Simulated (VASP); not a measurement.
BN:

```
CELL_PARAMETERS angstrom
0.00000 3.49532 2.16609
1.25163 0.00000 2.16609
1.25163 3.49532 0.00000
ATOMIC_POSITIONS crystal
N 0.66665 0.66665 0.33335
B 0.00005 0.00005 0.99995
```

Measurements of this composition are mostly on another form, of space group No. 194.

Program: VASP 6.6.1. Alike in all runs: no spin polarisation; cell as given; cutoff (eV) 520; smearing gaussian 0.02 eV.

Task: Order these runs on this cell by their pressure, lowest first.
A. level PBE; potentials or basis VASP PAW PBE potentials, release 64 (N, B); k mesh 3 × 3 × 3; further INCAR settings ALGO = Fast; EDIFF = 1e-07; mesh quality coarse
B. level r2SCAN; potentials or basis VASP PAW PBE potentials, release 64 (N, B); k mesh 12 × 12 × 12; further INCAR settings ALGO = Normal; EDIFF = 1e-07; mesh quality not flagged
C. level LDA; potentials or basis VASP PAW LDA potentials, release 64 (N, B); k mesh 12 × 12 × 12; further INCAR settings ALGO = Fast; EDIFF = 1e-07; mesh quality not flagged

Result: C (-3.8 GPa), B (-0.1 GPa), A (3.2 GPa).

Caveats: some runs use coarse meshes; the PAW data sets were made with another functional, which shifts forces and pressure a little (some runs).
